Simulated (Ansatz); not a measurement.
A (100) slab of Sc2Al (P6_3/mmc (No. 194)), 7 planes, outer planes Sc (top) and Sc (bottom), with 14 atoms (Sc10Al4) in a surface cell of A = 29.520 Å², as cut from the bulk:

```xyz
14
Lattice="4.8509 0.0000 0.0000 0.0000 6.0855 0.0000 0.0000 0.0000 23.4020" Properties=species:S:1:pos:R:3 pbc="T T T"
Sc    2.4254    0.0000    7.5000
Sc    2.4254    3.0427    7.5000
Sc    0.0000    1.5214    8.9003
Al    0.0000    4.5641    8.9003
Sc    2.4254    4.5641   10.3007
Al    2.4254    1.5214   10.3007
Sc    0.0000    0.0000   11.7010
Sc    0.0000    3.0427   11.7010
Sc    2.4254    1.5214   13.1013
Al    2.4254    4.5641   13.1013
Sc    0.0000    4.5641   14.5017
Al    0.0000    1.5214   14.5017
Sc    2.4254    0.0000   15.9020
Sc    2.4254    3.0427   15.9020
```

These are results of Ansatz 0.2.0, DFT PBEsol, scalar-relativistic, plane waves, PAW, not measurements. Plane waves to 420 eV, a k mesh through Γ of 7×6×1 on the computed 14-atom cell and Gaussian smearing (0.10 eV); no spin polarisation. The cell repeats along c with a dipole correction in the vacuum.

The relaxed slab holds 4 formula units of Sc2Al and 2 further Sc. Against those formula units in the bulk and the further Sc in its standard state it lies 5.514 eV higher. The formation energy of Sc2Al from the standard states is -1.061 eV a formula unit (uncorrected, no zero-point or thermal terms).

Question: Over what range can the chemical potential of Sc vary, and what is the surface energy at both ends?

Answer: In contact with the bulk, 2μ(Sc) + μ(Al) is fixed. With Δμ counted from the standard states, Δμ(Sc) ≤ 0 keeps elemental Sc from forming, and Δμ(Al) ≤ 0 requires Δμ(Sc) ≥ ΔH/2 = -0.530 eV. Other compounds of Sc and Al can narrow this range. Then γ, the mean of both faces, = [5.514 eV − 2.00·Δμ(Sc)]/(2A). At the Sc-rich end (Δμ = 0): 5.514/(2 × 29.520) × 16.02 = 1.50 J/m². At the Sc-poor end: (5.514 + 1.060)/(2 × 29.520) × 16.02 = 1.78 J/m².

Question: How does its energy depend on growth conditions?

Answer: It carries an excess of Sc, so its energy falls by 0.54 J/m² for each eV that μ(Sc) rises: Sc-rich conditions lower it; whether it appears depends on the other terminations.

The Sc-terminated face costs energy over the whole allowed range, from 1.50 J/m² at the Sc-rich end to 1.78 J/m² at the Sc-poor end. The slope is a matter of stoichiometry, not of a change in surface bonding: the same relaxed slab is compared with different reservoirs, and its extra Sc is dearer to supply when Sc is scarce. The variation stays modest because the formation energy of the compound limits how far the chemical potential can move.

The cost itself probably stems from the loss of Sc–Al neighbours, whose bonding mixes Sc 3d with Al 3p states and carries some charge transfer towards the more electronegative Al, along with lost Sc–Sc metallic bonding. Relaxation and redistribution of the Sc d electrons can recover only part of this. In the slab as cut, inversion relates the two faces, so the mean should describe each face individually, provided relaxation keeps that symmetry. With a single thickness computed, the convergence of these surface energies with slab depth remains open.
